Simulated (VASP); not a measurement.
PbF2 (Fluorocronite): single point with PBE

The system is PbF2 (Fluorocronite).

```xyz
3
Lattice="0.0000 2.9637 2.9637 2.9637 0.0000 2.9637 2.9637 2.9637 0.0000" Properties=species:S:1:pos:R:3 pbc="T T T"
Pb    0.0000    0.0000    0.0000
F     4.4455    4.4455    4.4455
F     1.4818    1.4818    1.4818
```

```yaml
Program: VASP 6.6.1
Task: single point
Functional: PBE
Potentials_or_basis: VASP PAW PBE potentials, release 64 (Pb_d_GW, F_GW)
Cutoff: 500 eV
k_mesh: 4 × 4 × 4
Occupations: gaussian, width 0.02 eV
Spin: no spin polarisation
Further_INCAR_settings: ALGO = Normal; EDIFF = 1e-06
```

The band gap on the k mesh is 4.42 eV, indirect (least direct gap 4.57 eV).

Levels at points of the mesh, in eV from the valence-band top:
```tsv
k point	band 13	band 14	band 15	band 16	band 17	band 18
(0.00, 0.00, 0.00)	-1.98	-1.98	-1.98	6.78	6.78	6.78
(0.50, 0.00, 0.00)	-2.15	-2.15	-0.03	5.03	7.67	7.67
(0.50, 0.50, 0.00)	-1.55	-1.55	-0.14	4.42	7.90	7.90
```

Run time: 9.9 s on 1 thread of Intel(R) Xeon(R) 6975P-C (Granite Rapids) (shared host), peak memory 0.17 GiB.

Caveat: the k mesh is coarse (spacing up to 0.46 Å⁻¹), so the values aren't converged; spin-orbit coupling is left out, which as a rule narrows the gap of such compounds by several tenths of an eV. A hybrid or GW would open this gap; PBE tends to underestimate it.
